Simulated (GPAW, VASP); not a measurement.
This is a calculation of Si2Mo for VASP 6.6.1. 

Contents of INCAR:

```
ALGO = Normal ; EDIFF = 1E-7
ENCUT = 520 ; GGA = PE
ISIF = 2 ; ISMEAR = 0
LASPH = True ; LCHARG = True
LELF = True ; LREAL = False
LVHAR = True ; LWAVE = False
NELM = 60 ; PREC = Accurate
SIGMA = 0.02
```

The input KPOINTS:

```
k-points
0
Gamma
  12 12 12
```

Contents of POSCAR:

```
Si2Mo
1.0
   -1.6000000000      1.6000000000      3.9305000000
    1.6000000000     -1.6000000000      3.9305000000
    1.6000000000      1.6000000000     -3.9305000000
Mo Si
1 2
Direct
    0.0000000000      0.0000000000      0.0000000000
    0.6670000000      0.6670000000      0.0000000000
    0.3330000000      0.3330000000      0.0000000000
```

Potentials or basis: VASP PAW PBE potentials, release 64 (Mo_sv, Si).

Launch:

```console
$ cat potpaw_PBE.64/Mo_sv/POTCAR potpaw_PBE.64/Si/POTCAR > POTCAR
$ mpirun -np 1 vasp_std > vasp.out
```

Question: Set up the same calculation for GPAW 26.7.0 (ASE script). Potentials or basis there: GPAW PAW data sets (gpaw-data 1.2.1), cutoff 600 eV.

Answer: As run (cutoffs and basis follow the program's own potentials, and thresholds, step limits or extra output files can differ):

The input run.py:

```python
from ase import Atoms
from ase.dft.bandgap import bandgap
from ase.io import write
from ase.units import Bohr, GPa
from gpaw import GPAW, PW
from gpaw.elf import elf_from_dft_calculation

atoms = Atoms(['Mo', 'Si', 'Si'],
              cell=[[-1.6, 1.6, 3.9305],
                    [1.6, -1.6, 3.9305],
                    [1.6, 1.6, -3.9305]],
              scaled_positions=[[0.0, 0.0, 0.0],
                                [0.667, 0.667, 0.0],
                                [0.333, 0.333, 0.0]],
              pbc=True)

calc = GPAW(mode=PW(600),
            xc='PBE',
            kpts={'size': (12, 12, 12), 'gamma': True},
            occupations={'name': 'methfessel-paxton', 'order': 0, 'width': 0.02},
            nbands=23,
            convergence={'density': 1e-05, 'energy': 1e-05},
            maxiter=150,
            txt='gpaw.txt')
atoms.calc = calc
energy = atoms.get_potential_energy()
forces = atoms.get_forces()
stress = atoms.get_stress()
calc.write('gs.gpw')
write('result.traj', atoms)
print(f'Energy: {energy:.6f} eV')
print('Forces (eV/A):')
print(forces.round(4))
print('Stress (GPa):', (stress / GPa).round(3))
print('Fermi level:', round(calc.get_fermi_level(), 4), 'eV')
print(f'Gap: {bandgap(calc)[0]:.4f} eV, direct: {bandgap(calc, direct=True)[0]:.4f} eV')

# fields on the real-space grid
write('density.cube', atoms, data=calc.get_pseudo_density() * Bohr**3)
write('potential.cube', atoms, data=calc.get_electrostatic_potential())
write('elf.cube', atoms, data=elf_from_dft_calculation(calc).data)
```

Potentials or basis: GPAW PAW data sets (gpaw-data 1.2.1), pw.

The run is started by

```console
$ OMP_NUM_THREADS=1 python run.py
```

Both were run:

|  | VASP | GPAW |
| --- | --- | --- |
| Pressure | 2.4 GPa | 2.8 GPa |
| Largest force | 0.272 eV/Å | 0.263 eV/Å |

Pressure is positive in compression.
